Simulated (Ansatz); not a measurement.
# TiO2 (Anatase) (I4_1/amd) in Ansatz: band structure with PBEsol

Aim: the band structure of TiO2 (Anatase) with PBEsol.

All numbers are computed with Ansatz 0.2.0; they aren't measurements. Logs are shortened: lines on timing, memory, paths and dates and some standing lists are left out, and cuts for length are marked.

**1. The structure**

Symmetry: I4_1/amd, No. 141, tetragonal system. The conventional cell has a = 3.784 Å, b = 3.784 Å, c = 9.515 Å, α = 90.00°, β = 90.00°, γ = 90.00°. Ti (site symmetry -4m2) has 6 O at 1.93 to 1.98 Å as nearest neighbours. O (site symmetry 2mm) has 3 Ti at 1.93 to 1.98 Å as nearest neighbours.

**2. Band structure, PBEsol**

input.yaml reads:

```yaml
crystal:
  lattice:
    - [-1.8921, 1.8921, 4.7573]
    - [1.8921, -1.8921, 4.7573]
    - [1.8921, 1.8921, -4.7573]
  atoms:
    - { symbol: Ti, position: [0.75, 0.25, 0.5] }
    - { symbol: Ti, position: [0.0, 0.0, 0.0] }
    - { symbol: O, position: [0.7919, 0.7919, 0.0] }
    - { symbol: O, position: [0.5419, 0.0419, 0.5] }
    - { symbol: O, position: [0.9581, 0.4581, 0.5] }
    - { symbol: O, position: [0.2081, 0.2081, 0.0] }
hamiltonian:
  xc: pbesol
  pseudopotentials: { kind: paw }
kpoints:
  mp_grid: { grid: [10, 10, 10] }
  band_path:
    path:
      - [[0.0, 0.0, 0.0], [-0.5, 0.5, 0.0], [-0.5, 0.5, -0.0790928267], [-0.2895464134, 0.2895464134, -0.2895464134], [0.0, 0.0, 0.0], [0.5, 0.5, -0.5], [0.2895464134, 0.7104535866, -0.7104535866], [0.0, 0.5, -0.5], [-0.25, 0.75, -0.25], [0.0790928267, 0.9209071733, -0.5], [0.5, 0.5, -0.5]]
      - [[-0.5, 0.5, 0.0], [-0.25, 0.75, -0.25]]
    npoints: 14
scf:
  occupations: { method: fermi_dirac, width: 0.05 }
  n_extra_bands: 15
output:
  forces: true
  stress: true
  eigenvalues: true
  fatbands: false
```

Potentials or basis: Ansatz PAW.

Launch:

```console
$ ansatz run input.yaml --threads 2 --pin off --max-ram 5632MiB --backend cpu --events-out ev --progress --plain --runs-dir out
```

Log:

```text
Warning: RAYON_NUM_THREADS=2 ignored (pool sized by the plan → 2); use --threads N
basis.fft_grid_basis auto: the FFT boxes are laid along the combinations [[1, 0, 1], [0, 1, 1], [0, 0, 1]] of the cell's own vectors, 3.784, 3.784 and 5.458 Å long. The dense box has 27×27×40 points. Along the cell's own vectors, as sized, it would have 40×40×40, 2.19 times as many. Of the 16 symmetry operations that the crystal satisfies within crystal.symmetry.tolerance (time reversal apart; of a slab, those that keep its plane) the dense box along the cell's own vectors carries 16, and the one as laid loses 14 of those. basis.fft_grid_basis: typed keeps the cell's own vectors: state it where this run's energies or levels are differenced outside the engine with another run's, or held beside a run that keeps those vectors.
scf.n_extra_bands = 15 over 24 filled bands (N_el = 48.0): the run solves 39 bands
Engine: ansatz 0.2.0, x86_64-unknown-linux-gnu
Pseudopotentials: kind: paw
Pseudopotential: Ti, paw, valence charge 12, recommended cutoff 420 eV (normal), Ti.paw.azcp
Pseudopotential: O, paw, valence charge 6, recommended cutoff 420 eV (normal), O.paw.azcp
Functional definition: PBEsol
  exchange = pbesol_x
  correlation = pbesol_c
Crystal: 6 atoms, lattice volume = 68.125 Å³
Basis set: ecut = 420 eV, 1315 PW (Γ), FFT grids on a1+a3, a2+a3, a3, exchange–correlation on 54×54×80 points (8 copies of the dense FFT grid, shifted against one another)
Bands: 39, of which v1, the nominal top of the filled ones, is band 24 counted from 1 (23 counted from 0)
Symmetry: 16 space group operations
Space group: I41/amd (ITA 141), of the structure as read, at distance tolerance 4.1e-5 Å
k-points: 102 of 1000
Non-local potential: Ti, projectors of the file, l = 0: 3, l = 1: 2, l = 2: 3, l = 3: 1
Non-local potential: O, projectors of the file, l = 0: 2, l = 1: 2, l = 2: 1
PAW form: soft (Blöchl's): semilocal exchange-correlation on the pseudo side does not see the compensation charge
PAW frozen core: Ti, regenerated for the run's functional, and the local potential with it (the file was generated under x = pbe(κ = 0.804, μ = 0.2195149727645171), c = pbe(β = 0.06672455060314922))
PAW frozen core: O, regenerated for the run's functional, and the local potential with it (the file was generated under x = pbe(κ = 0.804, μ = 0.2195149727645171), c = pbe(β = 0.06672455060314922))
PAW one-centre angular grid: Ti, 590 points (default); XC on 64 Gauss nodes
PAW one-centre angular grid: O, 110 points (default); XC on 64 Gauss nodes
Initial density: superposition of atomic densities (neutral atoms: chi_scale 0, normalization atom), corrected by the library's trained network
Initial wavefunctions: pseudopotential atomic-orbital guess
Functional: x = pbesol(κ = 0.804, μ = 0.12345679012345678), c = pbesol(β = 0.046)
SCF iter   1: F=—  HF=-7199.762805 eV  |F-HF|=—  |Δ(HF+E_count)|=         —  Δρ=1.61e-2  dr2=1.36e-1  ethr=1.77e-3  ⟨swp⟩=5.9  Hψ=17071  notcnv=0  defer=194
preconditioner: auto → none  [insulator: Δε(μ)=1.938 eV  Ē_g=13.358 eV  σ=0.050 eV  W_gap=1.00  n_scr=14 (ndim 8)  ℏωp=25.4 eV  f_vac=0.102  D(μ)=0.00/eV (n_scr^D=0)  ε∞_Penn≈4.6]
SCF iter   2: F=—  HF=-7199.767768 eV  |F-HF|=—  |Δ(HF+E_count)|=   4.96e-3  Δρ=1.68e-2  dr2=1.88e-1  ethr=2.83e-4  ⟨swp⟩=2.0  Hψ=6986  notcnv=0  defer=885
SCF iter   3: F=—  HF=-7199.731113 eV  |F-HF|=—  |Δ(HF+E_count)|=   3.67e-2  Δρ=2.19e-3  dr2=1.77e-3  ethr=2.83e-4  ⟨swp⟩=2.0  Hψ=4950  notcnv=0  defer=885
SCF iter   4: F=—  HF=-7199.731338 eV  |F-HF|=—  |Δ(HF+E_count)|=   2.25e-4  Δρ=6.96e-4  dr2=1.24e-4  ethr=3.69e-6  ⟨swp⟩=2.0  Hψ=5435  notcnv=0  defer=885
SCF iter   5: F=—  HF=-7199.731431 eV  |F-HF|=—  |Δ(HF+E_count)|=   9.38e-5  Δρ=3.13e-4  dr2=5.95e-5  ethr=2.58e-7  ⟨swp⟩=2.6  Hψ=5472  notcnv=0  defer=885
SCF iter   6: F=—  HF=-7199.731354 eV  |F-HF|=—  |Δ(HF+E_count)|=   7.70e-5  Δρ=8.43e-5  dr2=3.51e-6  ethr=1.24e-7  ⟨swp⟩=1.9  Hψ=3761  notcnv=0  defer=885
SCF iter   7: F=—  HF=-7199.731354 eV  |F-HF|=—  |Δ(HF+E_count)|=   4.62e-7  Δρ=1.71e-5  dr2=1.47e-7  ethr=7.32e-9  ⟨swp⟩=2.5  Hψ=5164  notcnv=0  defer=885
SCF iter   8: F=-7199.731354 eV  HF=-7199.731354 eV  |F-HF|=3.63e-9  |Δ(HF+E_count)|=   2.23e-8  Δρ=2.59e-6  dr2=4.04e-9  ethr=2.08e-10  ⟨swp⟩=9.4  Hψ=16292  notcnv=0
SCF 1 converged in 8 iterations: F = -7199.731354 eV  dr2 = 4.04e-9
NSCF: frozen V_eff on 156 k-points
SCF converged after 8 iterations
Free energy (F): -7199.731354 eV
Harris-Foulkes:  -7199.731354 eV  (|F-HF|=3.63e-9)
Internal energy: -7199.731354 eV  (E = F + TS)
E sigma→0 (E₀):  -7199.731354 eV
Fermi energy:    8.300842 eV
--- Per-component energies (eV) ---
  E_band       = -458.151456
  E_kinetic    = 1244.347082
  E_local      = -3565.672325  (includes V_loc(G=0)·N_el)
  E_nonlocal   = 200.254829
  E_hartree    = 1378.781912
  E_xc         = -486.798430
  E_vxc        = -619.611965  (∫ρ·V_xc dr)
  E_paw        = -2648.878790  (= ΣΔE_a)
  E_vpaw       = -475.044264  (= ΣTr[D̂ρ^β])
  E_aug_tail   = 0.010000  (compensation charges beyond the density's cutoff)
  E_ewald      = -3322.195552
  E_core_change = 0.419920  (= ΣΔE_core)
  E_smearing   = -0.000000  (= −TS)
  E_closure    = -0.000000  (closes the sum)
  Σ components = -7199.731354   (vs F -7199.731354, Δ=0.00e0)
--- Forces (eV/Å), atoms counted from 1 ---
  atom   1  Ti     0.00000000     0.00000000     0.00000000
  atom   2  Ti    -0.00000000     0.00000000    -0.00000000
  atom   3  O      0.00000000     0.00000000     0.00920355
  atom   4  O     -0.00000000     0.00000000     0.00920355
  atom   5  O     -0.00000000     0.00000000    -0.00920355
  atom   6  O      0.00000000    -0.00000000    -0.00920355
  max |Σ_I F_I| component: 1.73e-18 eV/Å
--- Stress (GPa, compression-positive) ---
       -1.360181      -0.000000       0.000000
       -0.000000      -1.360181       0.000000
        0.000000      -0.000000      -0.464454
  P = ⅓ Tr σ = -1.0616 GPa (-10.616 kbar)
--- Band table (eV; the first three rows and the last of 102) ---
  k-point 0: bands = ["-48.8601", "-48.7967", "-25.4628", "-25.2170", "-25.2170", "-25.1422", "-25.1422", "-25.0524", "-10.3818", "-9.3433", "-9.1872", "-8.8496", "3.2363", "3.3505", "3.3505", "3.7441", "5.0998", "5.0998", "5.1683", "6.4454", "6.4517", "6.4517", "6.7333", "6.7333", "9.2886", "10.0537", "11.2033", "11.2033", "11.2348", "11.2348", "12.3016", "12.5839", "12.6014", "13.5320", "14.6540", "19.1460", "20.4928", "23.2283", "23.2283"]
  k-point 1: bands = ["-48.8581", "-48.7979", "-25.4617", "-25.2361", "-25.2232", "-25.1528", "-25.1421", "-25.0486", "-10.2836", "-9.2829", "-9.1457", "-8.8207", "3.1404", "3.2129", "3.2378", "3.7517", "4.9028", "5.1952", "5.2782", "6.2163", "6.2360", "6.2426", "6.4709", "6.8621", "9.7274", "10.1156", "10.7889", "11.0366", "11.0537", "11.1995", "12.7267", "12.8413", "13.0516", "13.6913", "15.0089", "19.2547", "20.4902", "22.2023", "23.6735"]
  k-point 2: bands = ["-48.8526", "-48.8013", "-25.4588", "-25.2819", "-25.2388", "-25.1804", "-25.1395", "-25.0452", "-10.0125", "-9.1296", "-9.0321", "-8.7461", "2.7488", "2.9870", "3.1377", "3.8355", "4.4952", "5.0123", "5.2070", "5.4637", "5.6200", "6.0662", "6.6067", "6.9542", "10.1615", "10.3675", "10.5201", "10.8439", "10.9327", "11.3612", "12.9620", "13.7144", "13.7426", "13.9970", "15.9108", "19.5483", "20.6133", "20.7794", "23.1020"]
  k-point 101: bands = ["-48.8285", "-48.8285", "-25.2613", "-25.2613", "-25.2416", "-25.2416", "-25.1172", "-25.1172", "-9.7784", "-9.7784", "-9.1284", "-9.1284", "3.4406", "3.4406", "3.4903", "3.4903", "5.1237", "5.1237", "5.8492", "5.8492", "5.9422", "5.9422", "7.0900", "7.0900", "9.6572", "9.6572", "10.9877", "10.9877", "11.4672", "11.4672", "12.2204", "12.2204", "13.0801", "13.0801", "16.6244", "16.6244", "23.0294", "23.0294", "23.7635"]
```

Run time: 23 s. Hardware: 2 threads of Intel Xeon at 2.50GHz (Skylake/Cascade Lake), shared host; peak memory 0.51 GiB.

What came out:

```
Free energy             : -7199.7314 eV
Pressure                : -1.1 GPa
Largest force           : 0.009 eV/Å
Band gap on the k mesh  : 2.09 eV, indirect (least direct gap 2.42 eV)
Band gap along the path : 2.07 eV, indirect (least direct gap 2.42 eV)
```

Forces in eV/Å, atoms in the order of the input:
```
Ti   0.000  0.000  0.000
Ti   0.000  0.000  0.000
O    0.000  0.000  0.009
O    0.000  0.000  0.009
O    0.000  0.000 -0.009
O    0.000  0.000 -0.009
```

Levels at the corners of the path, in eV from the valence-band top:
```tsv
point	band 22	band 23	band 24	band 25	band 26	band 27
Γ	-0.76	-0.48	-0.48	2.07	2.84	3.99
X	-2.10	-0.05	-0.05	3.34	3.34	3.83
Y	-1.93	-0.09	-0.09	3.31	3.31	3.77
S	-0.95	-0.93	-0.82	3.19	3.47	3.57
Γ	-0.76	-0.48	-0.48	2.07	2.84	3.99
Z	-1.27	-0.13	-0.13	2.44	2.44	3.77
S1	-0.95	-0.93	-0.82	3.19	3.47	3.57
N	-0.98	-0.84	-0.64	3.22	3.54	3.56
P	-1.61	-0.26	-0.26	3.58	3.58	3.61
Y1	-1.93	-0.09	-0.09	3.31	3.31	3.77
Z	-1.27	-0.13	-0.13	2.44	2.44	3.77
X	-2.10	-0.05	-0.05	3.34	3.34	3.83
P	-1.61	-0.26	-0.26	3.58	3.58	3.61
```

Caveat: the pressure holds a Pulay correction of +0.7 GPa for the finite cutoff; the PAW data sets come from PBE, with cores solved anew for the run's functional, which leaves a small shift of forces and pressure.
